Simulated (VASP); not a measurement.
# NaF (I4/mmm) in VASP: further runs

One crystal, NaF, is run at these levels: PBEsol; tasks: single point.

Everything below comes from runs of VASP 6.6.1. Logs are shortened: lines on timing, memory, paths and dates and some standing lists are left out, and cuts for length are marked.

### Step 1. The cell of the first run

The structure is tetragonal, space group I4/mmm (No. 139). Conventional cell: a = 3.286 Å, b = 3.286 Å, c = 4.461 Å, α = 90.00°, β = 90.00°, γ = 90.00°. Na (site symmetry 4/mmm) is surrounded by 6 F at 2.23 to 2.32 Å. F (site symmetry 4/mmm) has 6 Na at 2.23 to 2.32 Å as nearest neighbours.

### Step 2. Single point, PBEsol (strain -0.0400 x Voigt [0, 0, 1, 0, 0, 0], atoms carried along)

Input file INCAR:

```
PREC = Accurate ; ENCUT = 520
EDIFF = 1E-6 ; ISMEAR = 0
SIGMA = 0.05 ; LREAL = F
LASPH = T ; NELM = 100
ALGO = Fast ; ISIF = 2
LWAVE = F ; LCHARG = F
GGA = PS ; NBANDS = 14
```

Input file KPOINTS:

```
Automatic mesh
0
Gamma
  8 8 8
```

Input file POSCAR:

```
NaF
1.0
    0.0000000000      2.3233000000      2.2303680000
    2.3233000000      0.0000000000      2.2303680000
    2.3233000000      2.3233000000      0.0000000000
Na F
1 1
Direct
    0.0000000000      0.0000000000      0.0000000000
    0.5000000000      0.5000000000      0.5000000000
```

Potentials or basis: VASP PAW PBE potentials, release 64 (Na_pv, F).

On the command line:

```console
$ cat potpaw_PBE.64/Na_pv/POTCAR potpaw_PBE.64/F/POTCAR > POTCAR
$ mpirun -np 1 vasp_std > vasp.out
```

OUTCAR:

```text
PREC = Accurate
   ENCUT = 520
   EDIFF = 1E-6
   ISMEAR = 0
   LREAL = F
   LASPH = T
   NELM = 100
   ISIF = 2
   GGA = PS

 ion  position               nearest neighbor table
   1  0.000  0.000  0.000-   2 2.23   2 2.23   2 2.32   2 2.32   2 2.32   2 2.32
   2  0.500  0.500  0.500-   1 2.23   1 2.23   1 2.32   1 2.32   1 2.32   1 2.32

  LATTYP: Found a body centered tetragonal cell.
 ALAT       =     3.2856423695
 C/A-ratio  =     1.3576450199

  Lattice vectors:

 A1 = (   0.0000000000,  -2.3233000000,  -2.2303680000)
 A2 = (   0.0000000000,   2.3233000000,  -2.2303680000)
 A3 = (   2.3233000000,   0.0000000000,   2.2303680000)

Analysis of symmetry for initial positions (statically):
=====================================================================
 Subroutine PRICEL returns:
 Original cell was already a primitive cell.

 Routine SETGRP: Setting up the symmetry group for a
 body centered tetragonal supercell.

 Subroutine GETGRP returns: Found 16 space group operations
 (whereof 16 operations were pure point group operations)
 out of a pool of 16 trial point group operations.

The static configuration has the point symmetry D_4h.

Analysis of symmetry for dynamics (positions and initial velocities):
=====================================================================
 Subroutine PRICEL returns:
 Original cell was already a primitive cell.

 Routine SETGRP: Setting up the symmetry group for a
 body centered tetragonal supercell.

 Subroutine GETGRP returns: Found 16 space group operations
 (whereof 16 operations were pure point group operations)
 out of a pool of 16 trial point group operations.

The dynamic configuration has the point symmetry D_4h.

 Subroutine INISYM returns: Found 16 space group operations
 (whereof 16 operations are pure point group operations),
 and found     1 'primitive' translations

----------------------------------------------------------------------------------------

                                     Primitive cell

  volume of cell :      24.0778

  direct lattice vectors                    reciprocal lattice vectors
     0.000000000  2.323300000  2.230368000    -0.215211122  0.215211122  0.224178252
     2.323300000  0.000000000  2.230368000     0.215211122 -0.215211122  0.224178252
     2.323300000  2.323300000  0.000000000     0.215211122  0.215211122 -0.224178252

  length of vectors
     3.220599992  3.220599992  3.285642369     0.378004686  0.378004686  0.378004686

  position of ions in fractional coordinates (direct lattice)
     0.000000000  0.000000000  0.000000000
     0.500000000  0.500000000  0.500000000

  ion indices of the primitive-cell ions
   primitive index   ion index
                 1           1
                 2           2

----------------------------------------------------------------------------------------

 KPOINTS: Automatic mesh

Automatic generation of k-mesh.
 Grid dimensions read from file:
 generate k-points for:    8    8    8

 Generating k-lattice:

  Cartesian coordinates                     Fractional coordinates (reciprocal lattice)
    -0.026901390  0.026901390  0.028022282     0.125000000  0.000000000  0.000000000
     0.026901390 -0.026901390  0.028022282     0.000000000  0.125000000  0.000000000
     0.026901390  0.026901390 -0.028022282    -0.000000000 -0.000000000  0.125000000

  Length of vectors
     0.047250586  0.047250586  0.047250586

  Shift w.r.t. Gamma in fractional coordinates (k-lattice)
     0.000000000  0.000000000  0.000000000

 Subroutine IBZKPT returns following result:
 ===========================================

 Found     59 irreducible k-points:

 Following reciprocal coordinates:
            Coordinates               Weight
  0.000000  0.000000  0.000000      1.000000
  0.125000 -0.000000  0.000000      8.000000
  0.250000 -0.000000  0.000000      8.000000
  0.375000 -0.000000  0.000000      8.000000
  0.500000 -0.000000  0.000000      4.000000
  0.125000  0.125000  0.000000      2.000000
[... 16 lines left out ...]
  0.250000 -0.000000  0.125000     16.000000
  0.375000 -0.000000  0.125000     16.000000
 [... further k-points ...]
   k-points           NKPTS =     59   k-points in BZ     NKDIM =     59   number of bands    NBANDS=     14
   number of dos      NEDOS =    301   number of ions     NIONS =      2
   total plane-waves  NPLWV =  13824
   dimension x,y,z NGX =    24 NGY =   24 NGZ =   24
   dimension x,y,z NGXF=    48 NGYF=   48 NGZF=   48
   ions per type =               1   1
   NGX,Y,Z   is equivalent  to a cutoff of  12.39, 12.39, 12.14 a.u.
   NGXF,Y,Z  is equivalent  to a cutoff of  24.78, 24.78, 24.29 a.u.
 SYSTEM =  unknown system
   PREC   = accura    normal or accurate (medium, high low for compatibility)
   ISTART =      0    job   : 0-new  1-cont  2-samecut
   ICHARG =      2    charge: 1-file 2-atom 10-const
   ISPIN  =      1    spin polarized calculation?
   LNONCOLLINEAR =      F non collinear calculations
   LSORBIT =      F    spin-orbit coupling
   LASPH  =      T    aspherical Exc in radial PAW
   ENCUT  =  520.0 eV  38.22 Ry    6.18 a.u.   5.99  5.99  6.11*2*pi/ulx,y,z
   NELM   =    100;   NELMIN=  2; NELMDL= -5     # of ELM steps
   EDIFF  = 0.1E-05   stopping-criterion for ELM
   LREAL  =      F    real-space projection
   EDIFFG = 0.1E-04   stopping-criterion for IOM
   NSW    =      0    number of steps for IOM
   IBRION =     -1    ionic relax: 0-MD 1-quasi-New 2-CG
   NFREE  =      0    steps in history (QN), initial steepest desc. (CG)
   ISIF   =      2    stress and relaxation
   ISYM   =      2    0-nonsym 1-usesym 2-fastsym
   POTIM  = 0.5000    time-step for ionic-motion
   TEBEG  =    0.0;   TEEND  =   0.0 temperature during run
   PSTRESS=    0.0 pullay stress
   NELECT =      14.0000    total number of electrons
   NUPDOWN=      -1.0000    fix difference up-down
   EMIN   =  10.00;   EMAX   =-10.00  energy-range for DOS
   EFERMI =   0.00;   METHOD = LEGACY
   ISMEAR =     0;   SIGMA  =   0.05  broadening in eV -4-tet -1-fermi 0-gaus
   EFERMI_NEDOS =   21; number of points for ismear=-14 and -15
   IALGO  =     68    algorithm
   IMIX   =      4    mixing-type and parameters
     AMIX     =   0.40;   BMIX     =  1.00
     AMIX_MAG =   1.60;   BMIX_MAG =  1.00
  volume/ion in A,a.u.               =      12.04        81.24
  Fermi-wavevector in a.u.,A,eV,Ry     =   1.366402  2.582125 25.402816  1.867054
  Thomas-Fermi vector in A             =   2.492546
   LORBIT       =      0    0 simple, 1 ext, 2 COOP (PROOUT), +10 PAW based schemes
   GGA     = PS    functional components
   LHFCALC =     F    Hartree Fock is set to
   AEXX    =    0.0000 exact exchange contribution
   IVDW    =     0    specifies the selected vdW correction
   LEPSILON=     F    determine dielectric tensor
   LRPA    =     F    only Hartree local field effects (RPA)
 non-spin polarized calculation
 RMM-DIIS sequential band-by-band and
 Gauss-broadening in eV      SIGMA  =   0.05
  energy-cutoff  :      520.00
  volume of cell :       24.08
 maximum number of plane-waves:       662
   NGX = 11   NGY = 11   NGZ = 13

 number of electron      13.9999988 magnetization

 Free energy of the ion-electron system (eV)
  ---------------------------------------------------
  ext. energy  EPLUGINS =         0.00000000
  ---------------------------------------------------
  free energy    TOTEN  =        -8.75556301 eV

  energy without entropy =       -8.75556301  energy(sigma->0) =       -8.75556301

 E-fermi :  -1.7576     XC(G=0):  -9.4957

 val. band max:       -2.0325555785   @ k =   0.0000   0.0000   0.0000
 cond. band min:       4.2969025494   @ k =   0.0000   0.0000   0.0000
 fundamental gap:      6.3294581279
 Fermi energy:        -1.7576079239

 k-point     1 :       0.0000    0.0000    0.0000
  band No.  band energies     occupation
      1     -21.1496      2.00000
      2     -20.7053      2.00000
      3     -20.7053      2.00000
      4     -20.6950      2.00000
      5      -2.0339      2.00000
      6      -2.0339      2.00000
      7      -2.0326      2.00000
      8       4.2969      0.00000
      9      16.9543      0.00000
     10      16.9543      0.00000
     11      17.2552      0.00000
     12      19.8093      0.00000
     13      21.6172      0.00000
     14      22.8406      0.00000

 k-point     2 :       0.1250   -0.0000    0.0000
  band No.  band energies     occupation
      1     -21.3142      2.00000
      2     -20.7082      2.00000
      3     -20.7011      2.00000
      4     -20.5129      2.00000
      5      -2.3496      2.00000
      6      -2.0780      2.00000
      7      -2.0721      2.00000
      8       4.8600      0.00000
      9      15.2548      0.00000
     10      17.1869      0.00000
     11      17.4203      0.00000
     12      21.1260      0.00000
     13      21.8085      0.00000
     14      22.2282      0.00000

 k-point     3 :       0.2500   -0.0000    0.0000
  band No.  band energies     occupation
      1     -21.5400      2.00000
      2     -20.7151      2.00000
      3     -20.7041      2.00000
      4     -20.2304      2.00000
      5      -2.9904      2.00000
      6      -2.1828      2.00000
      7      -2.1651      2.00000
      8       6.2043      0.00000
      9      13.1511      0.00000
     10      17.6670      0.00000
     11      18.0663      0.00000
     12      20.5815      0.00000
     13      21.4165      0.00000
     14      22.7290      0.00000
[... 324 lines left out ...]
 k-point    23 :       0.2500   -0.0000    0.1250
  band No.  band energies     occupation
      1     -21.4400      2.00000
      2     -20.7197      2.00000
      3     -20.7115      2.00000
      4     -20.3392      2.00000
      5      -2.8454      2.00000
      6      -2.1966      2.00000
      7      -2.1801      2.00000
      8       6.0855      0.00000
      9      13.5353      0.00000
     10      17.4795      0.00000
     11      17.6610      0.00000
     12      18.9958      0.00000
     13      22.7981      0.00000
     14      24.1897      0.00000

 k-point    24 :       0.3750   -0.0000    0.1250
  band No.  band energies     occupation
      1     -21.5887      2.00000
      2     -20.7287      2.00000
      3     -20.7175      2.00000
      4     -20.1360      2.00000
      5      -3.3289      2.00000
      6      -2.3396      2.00000
      7      -2.2731      2.00000
      8       7.5817      0.00000
      9      12.0296      0.00000
     10      17.1140      0.00000
     11      18.0668      0.00000
     12      19.1658      0.00000
     13      22.4626      0.00000
     14      24.1318      0.00000

 [... further k-points ...]
[... 5 lines left out ...]
  --------------------------------------------------------------------------------------
  -------------------------------------------------------------------------------------
  Total        0.0492173      0.0492173      0.6975635      0.0000000      0.0000000      0.0000000
  in kB        3.2750019      3.2750019     46.4170198      0.0000000      0.0000000      0.0000000
  external PRESSURE =      17.6556745 kB  Pullay stress =       0.0000000 kB

 VOLUME and BASIS-vectors are now :
 -----------------------------------------------------------------------------
  energy-cutoff  :      520.00
  volume of cell :       24.08
      direct lattice vectors                 reciprocal lattice vectors
     0.000000000  2.323300000  2.230368000    -0.215211122  0.215211122  0.224178252
     2.323300000  0.000000000  2.230368000     0.215211122 -0.215211122  0.224178252
     2.323300000  2.323300000  0.000000000     0.215211122  0.215211122 -0.224178252

 POSITION                                       TOTAL-FORCE (eV/Angst)
 -----------------------------------------------------------------------------------
      0.00000      0.00000      0.00000        -0.000000     -0.000000     -0.000000
      2.32330      2.32330      2.23037         0.000000      0.000000      0.000000
 -----------------------------------------------------------------------------------
    total drift:                                0.000000     -0.000000      0.000000

  FREE ENERGIE OF THE ION-ELECTRON SYSTEM (eV)
  ---------------------------------------------------
  free  energy   TOTEN  =        -8.7555630070 eV

  energy  without entropy=       -8.7555630070  energy(sigma->0) =       -8.75556301
```

Run time: 10 s. Hardware: 1 thread of Intel Xeon Platinum 8488C (Sapphire Rapids), shared host; peak memory 0.14 GiB.

What came out:

* Free energy: -8.7556 eV
* Pressure: 1.8 GPa
* Band gap on the k mesh: 6.33 eV, direct

Stress tensor (GPa, compression positive):
```
0.33 0.00 0.00
0.00 0.33 0.00
0.00 0.00 4.64
```

Caveat: the PAW data sets were made with another functional, which shifts forces and pressure a little.

### Step 3. Single point, PBEsol (strain -0.0200 x Voigt [0, 0, 1, 0, 0, 0], atoms carried along)

Input file INCAR:

```
SYSTEM = NaF
PREC     = Accurate       ! precision mode
ENCUT    = 520            ! plane-wave cutoff, eV
EDIFF    = 1E-6           ! SCF threshold, eV
ISMEAR   = 0              ! smearing method
SIGMA    = 0.05           ! smearing width, eV
LREAL    = .FALSE.        ! projectors in reciprocal space
LASPH    = .TRUE.         ! aspherical terms in the spheres
NELM     = 60             ! most SCF steps
ALGO     = Fast           ! electronic algorithm
ISIF     = 2              ! what is computed and relaxed
LWAVE    = .FALSE.        ! write WAVECAR
LCHARG   = .FALSE.        ! write CHGCAR
GGA      = PS             ! functional
NBANDS   = 14             ! bands
```

Input file KPOINTS:

```
regular mesh
0
G
  8 8 8
  0 0 0
```

Input file POSCAR:

```
NaF
1.0
    0.0000000000      2.3233000000      2.2768340000
    2.3233000000      0.0000000000      2.2768340000
    2.3233000000      2.3233000000      0.0000000000
Na F
1 1
Direct
    0.0000000000      0.0000000000      0.0000000000
    0.5000000000      0.5000000000      0.5000000000
```

Potentials or basis: VASP PAW PBE potentials, release 64 (Na_pv, F).

On the command line:

```console
$ cat potpaw_PBE.64/Na_pv/POTCAR potpaw_PBE.64/F/POTCAR > POTCAR
$ mpirun -np 1 vasp_std > vasp.out
```

Wall time 10 s (1 thread of Intel Xeon Platinum 8488C (Sapphire Rapids), shared host); peak memory 0.13 GiB.

Results (log left out):

| Property | Result |
| --- | --- |
| Free energy | -8.7662 eV |
| Pressure | 0.5 GPa |
| Band gap on the k mesh | 6.22 eV, direct |

Stress tensor (GPa, compression positive):
```
-0.15  0.00  0.00
 0.00 -0.15  0.00
 0.00  0.00  1.68
```

Levels at points of the mesh, in eV from the valence-band top:
| k point | band 3 | band 4 | band 5 | band 6 | band 7 | band 8 | band 9 | band 10 | band 11 | band 12 |
| --- | --- | --- | --- | --- | --- | --- | --- | --- | --- | --- |
| (0.00, 0.00, 0.00) | -18.73 | -18.73 | 0.00 | 0.00 | 0.00 | 6.22 | 18.88 | 18.88 | 19.03 | 21.64 |
| (0.50, 0.00, 0.00) | -18.74 | -17.98 | -1.65 | -0.27 | -0.26 | 10.68 | 12.43 | 19.92 | 20.31 | 22.81 |
| (0.50, 0.50, 0.00) | -18.80 | -18.80 | -1.29 | -0.44 | -0.44 | 13.00 | 13.26 | 13.70 | 19.64 | 19.64 |
| (0.50, 0.00, 0.50) | -18.79 | -18.79 | -1.33 | -0.42 | -0.39 | 12.98 | 13.20 | 13.62 | 19.78 | 19.98 |

Caveat: the PAW data sets were made with another functional, which shifts forces and pressure a little.
